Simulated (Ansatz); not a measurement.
# La: the crystal squeezed far

The task here is to estimate one member of a computed series from the others.

Program: Ansatz 0.2.0. Level of theory: DFT PBE, with the methods named in each step. These are calculated values, not measurements.

## Starting point

It takes space group Fd-3m (No. 227, cubic). Conventional cell: a = 7.200 Å, b = 7.200 Å, c = 7.200 Å, α = 90.00°, β = 90.00°, γ = 90.00°. La (site symmetry -43m) is surrounded by 4 La at 3.12 Å.

Coordinates:

```cif
data_structure
_symmetry_space_group_name_H-M 'Fd-3m:1'
_symmetry_Int_Tables_number 227
_cell_length_a 7.2001
_cell_length_b 7.2001
_cell_length_c 7.2001
_cell_angle_alpha 90.000
_cell_angle_beta 90.000
_cell_angle_gamma 90.000
_cell_volume 373.26
loop_
_atom_site_label
_atom_site_type_symbol
_atom_site_symmetry_multiplicity
_atom_site_Wyckoff_symbol
_atom_site_fract_x
_atom_site_fract_y
_atom_site_fract_z
_atom_site_occupancy
La1 La 8 b 0.00000 0.50000 0.00000 1
```

The file gives the conventional cell by its symmetry; the runs use the cell typed in the input.

Whether this phase is the stable one at these pressures isn't tested.

Atoms are numbered in the order of the input: La1, La2.

The first run:

Contents of input.yaml:

```yaml
crystal:
  lattice:
    - [0.0, 3.6000385798, 3.6000385798]
    - [3.6000385798, 0.0, 3.6000385798]
    - [3.6000385798, 3.6000385798, 0.0]
  atoms:
    - { symbol: La, position: [-0.125, -0.125, -0.125] }
    - { symbol: La, position: [0.125, 0.125, 0.125] }
kpoints:
  mp_grid: { grid: [9, 9, 9] }
scf:
  occupations: { method: fermi_dirac, width: 0.05 }
hamiltonian:
  xc: pbe
  pseudopotentials: { kind: paw }
output:
  forces: true
  stress: true
  write_density: true
  write_potential: true
  elf: true
  volumetric_format: npy
relax:
  f_tol: 0.005
  max_steps: 40
  cell: {}
```

Command:

```
ansatz run input.yaml --threads 1 --pin off --max-ram 2048MiB --backend cpu --events-out ev --progress --plain --runs-dir out
```

Steps of the session up to this table: Cell relaxed at zero pressure, PAW; Volume scaled by 1, PAW; Volume scaled by 1, PAW (level accurate); Volume scaled by 0.88, PAW; Volume scaled by 0.78, PAW; Volume scaled by 0.68, PAW; Volume scaled by 0.68, PAW (core large); Volume scaled by 0.58, PAW; Volume scaled by 0.5, PAW; Volume scaled by 0.43, PAW; Volume scaled by 0.43, PAW (level accurate).

One of the session's tables, all rows but one given; the rest of the session is left out.

```
              method  volume over the first  volume (Å³/atom)  pressure (GPa)
                 PAW                      1            37.210            0.02
                 PAW                   0.88            32.745            8.24
                 PAW                   0.78            29.024           21.97
                 PAW                   0.68            25.303           48.04
                 PAW                   0.58                 ?               ?
                 PAW                    0.5            18.605          174.50
                 PAW                   0.43            16.001          285.82
    PAW (core large)                   0.68            25.303           48.04
PAW (level accurate)                      1            37.210            0.08
PAW (level accurate)                   0.43            16.001          285.45
```

Estimate the missing values for PAW, 0.58.

As computed: volume (Å³/atom): 21.582; pressure (GPa): 98.77. In the column «volume (Å³/atom)» it lies between PAW, 0.5 (18.605) and PAW, 0.68 (25.303).

Caveats from the session: Warnings in the runs' records: datasets by core.
